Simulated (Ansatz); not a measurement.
Runs of Ansatz 0.2.0 on Cd. Symmetry: Im-3m, No. 229, cubic system. The conventional cell has a = 3.569 Å, b = 3.569 Å, c = 3.569 Å, α = 90.00°, β = 90.00°, γ = 90.00°. Cd (site symmetry m-3m) has 8 Cd at 3.09 Å as nearest neighbours. This isn't the form of Cd at room conditions, which is hcp.

| level | gap on the mesh (eV) | pressure (GPa) | relaxed volume (Å³/atom) |
| --- | --- | --- | --- |
| BLYP | none | 0.0 | 27.84 |
| RPBE | none | 0.0 | (b) |
| LDA | none | 0.0 | 20.22 |
| PBEsol | none | 0.0 | (a) |
| revPBE | none | 0.0 | 24.66 |

Alike in all rows: task relaxation of cell and atoms; potentials or basis Ansatz PAW; no spin polarisation; cell relaxed; k mesh 10 × 10 × 10; cutoff (eV) 420; smearing fermi-dirac 0.05 eV.

Problem. Fill in the values left out.

Solution. (a) 21.25; (b) 25.16.

Caveats: the plane-wave basis is chosen anew once the cell has moved, so the energies of steps on either side of that aren't comparable; the PAW data sets come from PBE, with cores solved anew for the run's functional, which leaves a small shift of forces and pressure; the volume moved by over 15 % at a fixed basis, so the end points are rough (some runs).

A k mesh can miss the band edges, and the runs leave out spin-orbit coupling on Cd.

A gap of «none» marks a metal or a gap under the smearing width.
